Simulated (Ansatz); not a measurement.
Ni (Fm-3m)

All numbers below come from DFT PBEsol, scalar-relativistic, plane waves, PAW (Ansatz).

Settings: cutoff 420 eV, Γ-centred mesh 20×20×20 on the computed 1-atom cell, Gaussian smearing of 0.10 eV; collinear spin from starting moments 0.73 μB.

The structure is relaxed at this level of theory with its symmetry kept.

```
Ni
1.0
     0.00000    1.73157    1.73157
     1.73157    0.00000    1.73157
     1.73157    1.73157    0.00000
Ni
1
Direct
  0.00000 0.00000 0.00000
```

| Item | Value |
| --- | --- |
| Space group | Fm-3m (No. 225) |
| Volume per atom | 10.38 Å³ |
| Formation energy from the elements' standard states (uncorrected) | -0.001 eV/atom |
| Kohn–Sham band gap | none (metal) |
| Density of states at the Fermi level | 1.61 states/eV per cell |
| Löwdin character within 0.5 eV of the Fermi level | Ni 3d 94 % |
| Bulk modulus | 232 GPa |
| Its pressure derivative | 4.8 |
| Bader charges (e) | Ni (1 in the cell) 0.00 |
| Total moment | 0.63 μB per cell |
| Site moments (μB; atoms counted from 1 over the whole cell) | Ni (atom 1) 0.67 |

Only this magnetic start was tried.